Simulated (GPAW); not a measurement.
Crystal: TePb.

```xyz
2
Lattice="4.0023 0.0000 0.0000 0.0000 4.0023 0.0000 0.0000 0.0000 4.0023" Properties=species:S:1:pos:R:3 pbc="T T T"
Pb    0.0000    0.0000    0.0000
Te    2.0011    2.0011    2.0011
```

Measurements of this composition are mostly on another form, of space group No. 225.

| Quantity | Value |
| --- | --- |
| Program | GPAW 26.7.0 |
| Task | relaxation of cell and atoms |
| Functional | BLYP |
| Potentials or basis | PAW data sets generated in the run's folder for this functional |
| Cutoff | 600 eV |
| Basis | pw |
| k mesh | 7 × 7 × 7 |
| Occupations | fermi-dirac, width 0.05 eV |
| Spin | no spin polarisation |

At the start: pressure 3.5 GPa; volume 32.05 Å³/atom.

**Question.** Where does the relaxation end?

**Answer.** Over 4 steps the energy falls by 29.6 meV/atom and the volume is 34.88 Å³/atom (+8.8 %); space group Pm-3m (No. 221, to 0.05 Å).

Step by step:
```
step  energy change (eV)  largest force (eV/Å)  pressure (GPa)  volume (Å³)
   1              0.0000                0.0000            3.48        64.11
   2             -0.0193                0.0000            2.78        65.07
   3             -0.0588                0.0000            0.21        69.36
   4             -0.0591                0.0000            0.02        69.75
```

Final structure:
```xyz
2
Lattice="4.1164 0.0000 0.0000 0.0000 4.1164 0.0000 0.0000 0.0000 4.1164" Properties=species:S:1:pos:R:3 pbc="T T T"
Pb    0.0000    0.0000    0.0000
Te    2.0582    2.0582    2.0582
```

Caveat: later steps reuse the first step's grids.
